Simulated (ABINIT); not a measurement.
# BAs (F-43m) in ABINIT: notebook

The runs below take BAs through equation of state, band structure, with BP86, LDA, r2SCAN.

All numbers are computed with ABINIT 10.8.3 (patched build); they aren't measurements. Logs are shortened: lines on timing, memory, paths and dates and some standing lists are left out, and cuts for length are marked. The log counts tension as positive stress, the text compression.

**What was measured.**

“Basic Physical Properties of Cubic Boron Arsenide”, 2019, arxiv:1911.11281 quotes, for a bulk crystal of BAs: bulk modulus 148 GPa.

The runs below are set against these values where they give the same quantity.

## 1. Starting point

Symmetry: F-43m, No. 216, cubic system. The conventional cell has a = 4.777 Å, b = 4.777 Å, c = 4.777 Å, α = 90.00°, β = 90.00°, γ = 90.00°. As (site symmetry -43m) is surrounded by 4 B at 2.07 Å. B (site symmetry -43m) has 4 As at 2.07 Å as nearest neighbours.

## 2. Equation of state, BP86

File run.abi:

```
# Datasets: one volume each
ndtset 7
getwfk -1
scalecart1 3*0.9795861087
scalecart2 3*0.9864848297
scalecart3 3*0.9932883884
scalecart4 3*1.0000000000
scalecart5 3*1.0066227096
scalecart6 3*1.0131594038
scalecart7 3*1.0196128224

# Pseudopotentials
pp_dirpath "./"
pseudos "As.GGA_PBE-JTH_sp.xml, B.GGA_PBE-JTH.xml"

# Structure
acell 3*1.0 Angstrom
rprim
     0.0000000000     2.3885000000     2.3885000000
     2.3885000000     0.0000000000     2.3885000000
     2.3885000000     2.3885000000     0.0000000000
ntypat 2
znucl 33 5
natom 2
typat 1 2
xred
     0.7500000000     0.7500000000     0.7500000000
     0.0000000000     0.0000000000     0.0000000000

# Plane-wave basis
ecut 15.0
pawecutdg 30.0

# k points
kptopt 1
ngkpt 10 10 10
nshiftk 1
shiftk 0.0 0.0 0.0

# Exchange and correlation
ixc -106132

# Bands and occupations
nband 8
occopt 3
tsmear 0.05 eV

# SCF cycle
nstep 100
tolvrs 1.0e-9

# Output
iomode 3
prtwf 1
prtden 0
prteig 0
prtebands 0
```

Potentials or basis: JTH PAW PBE v2.0 sp.

Started as:

```sh
abinit run.abi > log 2>&1
```

run.abo:

```text
.Version 10.8.3 of ABINIT
 DATASET    1 : space group F-4 3 m (#216); Bravais cF (face-center cubic)
================================================================================
 Values of the parameters that define the memory need for DATASET  1.
     intxc =       0    ionmov =       0      iscf =      17    lmnmax =       8
     lnmax =       4     mgfft =      24  mpssoang =       2    mqgrid =    3001
     natom =       2  nloc_mem =       2    nspden =       1   nspinor =       1
    nsppol =       1      nsym =      24    n1xccc =       1    ntypat =       2
    occopt =       3   xclevel =       2
       mpw =         495          nfft =       13824          nkpt =          47
 PAW method is used; the additional fine FFT grid is defined by:
   mgfftf=        32    nfftf =     32768
================================================================================
================================================================================
[... 71 lines left out ...]
 DATASET    7 : space group F-4 3 m (#216); Bravais cF (face-center cubic)
================================================================================
 Values of the parameters that define the memory need for DATASET  7.
     intxc =       0    ionmov =       0      iscf =      17    lmnmax =       8
     lnmax =       4     mgfft =      24  mpssoang =       2    mqgrid =    3001
     natom =       2  nloc_mem =       2    nspden =       1   nspinor =       1
    nsppol =       1      nsym =      24    n1xccc =       1    ntypat =       2
    occopt =       3   xclevel =       2
       mpw =         552          nfft =       13824          nkpt =          47
 PAW method is used; the additional fine FFT grid is defined by:
   mgfftf=        36    nfftf =     46656
================================================================================
================================================================================

--------------------------------------------------------------------------------
------------- Echo of variables that govern the present computation ------------
--------------------------------------------------------------------------------
 -outvars: echo values of preprocessed input variables --------
            acell      1.8897261259E+00  1.8897261259E+00  1.8897261259E+00 Bohr
              amu      7.49215900E+01  1.08110000E+01
             ecut      1.50000000E+01 Hartree
           getwfk          -1
              ixc     -106132
           jdtset        1    2    3    4    5    6    7
         kptrlatt       10    0    0      0   10    0      0    0   10
          kptrlen1     6.25290353E+01
          kptrlen2     6.29693952E+01
          kptrlen3     6.34036806E+01
          kptrlen4     6.38320968E+01
          kptrlen5     6.42548383E+01
          kptrlen6     6.46720892E+01
          kptrlen7     6.50840244E+01
            natom           2
            nband           8
           ndtset           7
            ngfft          24      24      24
          ngfftdg1         32      32      32
          ngfftdg2         32      32      32
          ngfftdg3         32      32      32
          ngfftdg4         32      32      32
          ngfftdg5         32      32      32
          ngfftdg6         32      32      32
          ngfftdg7         36      36      36
             nkpt          47
            nstep         100
             nsym          24
           ntypat           2
           occopt           3
        pawecutdg      3.00000000E+01 Hartree
         pawxcdev           0
           prtden           0
        prtebands           0
           prteig           0
            rprim1     0.0000000000E+00  2.3397414206E+00  2.3397414206E+00
                       2.3397414206E+00  0.0000000000E+00  2.3397414206E+00
                       2.3397414206E+00  2.3397414206E+00  0.0000000000E+00
            rprim2     0.0000000000E+00  2.3562190157E+00  2.3562190157E+00
                       2.3562190157E+00  0.0000000000E+00  2.3562190157E+00
                       2.3562190157E+00  2.3562190157E+00  0.0000000000E+00
            rprim3     0.0000000000E+00  2.3724693157E+00  2.3724693157E+00
                       2.3724693157E+00  0.0000000000E+00  2.3724693157E+00
                       2.3724693157E+00  2.3724693157E+00  0.0000000000E+00
            rprim4     0.0000000000E+00  2.3885000000E+00  2.3885000000E+00
                       2.3885000000E+00  0.0000000000E+00  2.3885000000E+00
                       2.3885000000E+00  2.3885000000E+00  0.0000000000E+00
            rprim5     0.0000000000E+00  2.4043183419E+00  2.4043183419E+00
                       2.4043183419E+00  0.0000000000E+00  2.4043183419E+00
                       2.4043183419E+00  2.4043183419E+00  0.0000000000E+00
            rprim6     0.0000000000E+00  2.4199312360E+00  2.4199312360E+00
                       2.4199312360E+00  0.0000000000E+00  2.4199312360E+00
                       2.4199312360E+00  2.4199312360E+00  0.0000000000E+00
            rprim7     0.0000000000E+00  2.4353452263E+00  2.4353452263E+00
                       2.4353452263E+00  0.0000000000E+00  2.4353452263E+00
                       2.4353452263E+00  2.4353452263E+00  0.0000000000E+00
          spgroup         216
           tolvrs      1.00000000E-09
           tsmear      1.83746611E-03 Hartree
            typat      1  2
           useylm           1
           xangst1     3.5096121309E+00  3.5096121309E+00  3.5096121309E+00
                       0.0000000000E+00  0.0000000000E+00  0.0000000000E+00
           xangst2     3.5343285236E+00  3.5343285236E+00  3.5343285236E+00
                       0.0000000000E+00  0.0000000000E+00  0.0000000000E+00
           xangst3     3.5587039735E+00  3.5587039735E+00  3.5587039735E+00
                       0.0000000000E+00  0.0000000000E+00  0.0000000000E+00
           xangst4     3.5827500000E+00  3.5827500000E+00  3.5827500000E+00
                       0.0000000000E+00  0.0000000000E+00  0.0000000000E+00
           xangst5     3.6064775128E+00  3.6064775128E+00  3.6064775128E+00
                       0.0000000000E+00  0.0000000000E+00  0.0000000000E+00
           xangst6     3.6298968540E+00  3.6298968540E+00  3.6298968540E+00
                       0.0000000000E+00  0.0000000000E+00  0.0000000000E+00
           xangst7     3.6530178395E+00  3.6530178395E+00  3.6530178395E+00
                       0.0000000000E+00  0.0000000000E+00  0.0000000000E+00
            xcart1     6.6322057356E+00  6.6322057356E+00  6.6322057356E+00
                       0.0000000000E+00  0.0000000000E+00  0.0000000000E+00
            xcart2     6.6789129486E+00  6.6789129486E+00  6.6789129486E+00
                       0.0000000000E+00  0.0000000000E+00  0.0000000000E+00
            xcart3     6.7249758732E+00  6.7249758732E+00  6.7249758732E+00
                       0.0000000000E+00  0.0000000000E+00  0.0000000000E+00
            xcart4     6.7704162776E+00  6.7704162776E+00  6.7704162776E+00
                       0.0000000000E+00  0.0000000000E+00  0.0000000000E+00
            xcart5     6.8152547785E+00  6.8152547785E+00  6.8152547785E+00
                       0.0000000000E+00  0.0000000000E+00  0.0000000000E+00
            xcart6     6.8595109193E+00  6.8595109193E+00  6.8595109193E+00
                       0.0000000000E+00  0.0000000000E+00  0.0000000000E+00
            xcart7     6.9032032496E+00  6.9032032496E+00  6.9032032496E+00
                       0.0000000000E+00  0.0000000000E+00  0.0000000000E+00
             xred      7.5000000000E-01  7.5000000000E-01  7.5000000000E-01
                       0.0000000000E+00  0.0000000000E+00  0.0000000000E+00
            znucl       33.00000    5.00000

================================================================================

 chkinp: Checking input parameters for consistency, jdtset=   1.

 chkinp: Checking input parameters for consistency, jdtset=   2.
[... 31 lines left out ...]
 getcut: wavevector=  0.0000  0.0000  0.0000  ngfft=  24  24  24
         ecut(hartree)=     15.000   => boxcut(ratio)=   2.20150

 getcut : COMMENT -
  Note that boxcut > 2.2 ; recall that boxcut=Gcut(box)/Gcut(sphere) = 2
  is sufficient for exact treatment of convolution.
  Such a large boxcut is a waste : you could raise ecut
  e.g. ecut=   18.174764 Hartrees makes boxcut=2

 Fine grid specifications (used for densities):

 getcut: wavevector=  0.0000  0.0000  0.0000  ngfft=  32  32  32
         ecut(hartree)=     30.000   => boxcut(ratio)=   2.07559

--- Pseudopotential description ------------------------------------------------
- pspini: atom type   1  psp file is ./As.GGA_PBE-JTH_sp.xml
 Pseudopotential format is: paw10
 basis_size (lnmax)=  4 (lmn_size=  8), orbitals=   0   0   1   1
 Spheres core radius: rc_sph= 2.10391912
 Shapefunction is BESSEL type: shapef(r,l)=aa(1,l)*jl(q(1,l)*r)+aa(2,l)*jl(q(2,l)*r)
 Radius for shape functions =  1.80731519
 Compensation charge density is not taken into account in XC energy/potential

- pspini: atom type   2  psp file is ./B.GGA_PBE-JTH.xml
 Pseudopotential format is: paw10
 basis_size (lnmax)=  4 (lmn_size=  8), orbitals=   0   0   1   1
 Spheres core radius: rc_sph= 1.70616958
 Shapefunction is SIN type: shapef(r)=[sin(pi*r/rshp)/(pi*r/rshp)]**2
 Radius for shape functions =  1.40269776
 Compensation charge density is not taken into account in XC energy/potential

   3.27472520E+02                                ecore*ucvol(ha*bohr**3)
--------------------------------------------------------------------------------

[... 1051 lines left out ...]
 getcut: wavevector=  0.0000  0.0000  0.0000  ngfft=  36  36  36
         ecut(hartree)=     30.000   => boxcut(ratio)=   2.24338

 getcut : COMMENT -
  Note that boxcut > 2.2 ; recall that boxcut=Gcut(box)/Gcut(sphere) = 2
  is sufficient for exact treatment of convolution.
  Such a large boxcut is a waste : you could raise ecut
  e.g. ecut=   37.745568 Hartrees makes boxcut=2

--------------------------------------------------------------------------------

-inwffil : will read wavefunctions from disk file runo_DS6_WFK.nc

================================================================================
[... 137 lines left out ...]
-Cartesian components of stress tensor (GPa)         [Pressure= -3.0795E+00 GPa]
- sigma(1 1)=  3.07946065E+00  sigma(3 2)=  0.00000000E+00
- sigma(2 2)=  3.07946065E+00  sigma(3 1)=  0.00000000E+00
- sigma(3 3)=  3.07946065E+00  sigma(2 1)=  0.00000000E+00

== END DATASET(S) ==============================================================
================================================================================

 -outvars: echo values of variables after computation  --------
            acell      1.8897261259E+00  1.8897261259E+00  1.8897261259E+00 Bohr
           etotal1    -9.2913728483E+00
           etotal2    -9.2930016860E+00
           etotal3    -9.2941883951E+00
           etotal4    -9.2949650609E+00
           etotal5    -9.2953707029E+00
           etotal6    -9.2954444534E+00
           etotal7    -9.2952125236E+00
            fcart1     1.9031035807E-29  3.4255864453E-29 -8.7542764713E-29
                      -1.9031035807E-29 -3.4255864453E-29  8.7542764713E-29
            fcart2     1.3701011783E-29  1.5590806512E-29 -4.4882624806E-29
                      -1.3701011783E-29 -1.5590806512E-29  4.4882624806E-29
            fcart3    -1.6422442075E-29 -1.4545591552E-29  4.5513625178E-29
                       1.6422442075E-29  1.4545591552E-29 -4.5513625178E-29
            fcart4    -1.3981903733E-29 -1.4914030649E-29  4.3809965030E-29
                       1.3981903733E-29  1.4914030649E-29 -4.3809965030E-29
            fcart5    -9.2599432404E-31  9.2599432404E-31 -9.2599432404E-31
                       9.2599432404E-31 -9.2599432404E-31  9.2599432404E-31
[... 38 lines left out ...]
                       0.0000000000E+00  0.0000000000E+00  0.0000000000E+00
           xangst1     3.5096121309E+00  3.5096121309E+00  3.5096121309E+00
                       0.0000000000E+00  0.0000000000E+00  0.0000000000E+00
           xangst2     3.5343285236E+00  3.5343285236E+00  3.5343285236E+00
                       0.0000000000E+00  0.0000000000E+00  0.0000000000E+00
           xangst3     3.5587039735E+00  3.5587039735E+00  3.5587039735E+00
                       0.0000000000E+00  0.0000000000E+00  0.0000000000E+00
           xangst4     3.5827500000E+00  3.5827500000E+00  3.5827500000E+00
                       0.0000000000E+00  0.0000000000E+00  0.0000000000E+00
           xangst5     3.6064775128E+00  3.6064775128E+00  3.6064775128E+00
                       0.0000000000E+00  0.0000000000E+00  0.0000000000E+00
           xangst6     3.6298968540E+00  3.6298968540E+00  3.6298968540E+00
                       0.0000000000E+00  0.0000000000E+00  0.0000000000E+00
           xangst7     3.6530178395E+00  3.6530178395E+00  3.6530178395E+00
                       0.0000000000E+00  0.0000000000E+00  0.0000000000E+00
             xred      7.5000000000E-01  7.5000000000E-01  7.5000000000E-01
                       0.0000000000E+00  0.0000000000E+00  0.0000000000E+00
 Calculation completed.
```

Run time: 46 s. Hardware: 1 thread of Arm Neoverse V1, shared host; peak memory 0.12 GiB.

Results:

- Equilibrium volume: 14.10 Å³/atom
- Bulk modulus: 129 GPa
- Pressure derivative of the bulk modulus: 3.9

Energy against volume, from the lowest point:
```
volume (Å³/atom)  energy (meV/atom)
          12.809              55.40
          13.081              33.24
          13.354              17.09
          13.626               6.52
          13.899               1.00
          14.171               0.00
          14.444               3.16
```

Caveat: pressures at fixed basis lie under the slope of the energies; the PAW data sets were made with another functional, which shifts forces and pressure a little; this set keeps more shells in the core, which shifts pressures and gaps.

[end of part 1 of 2]
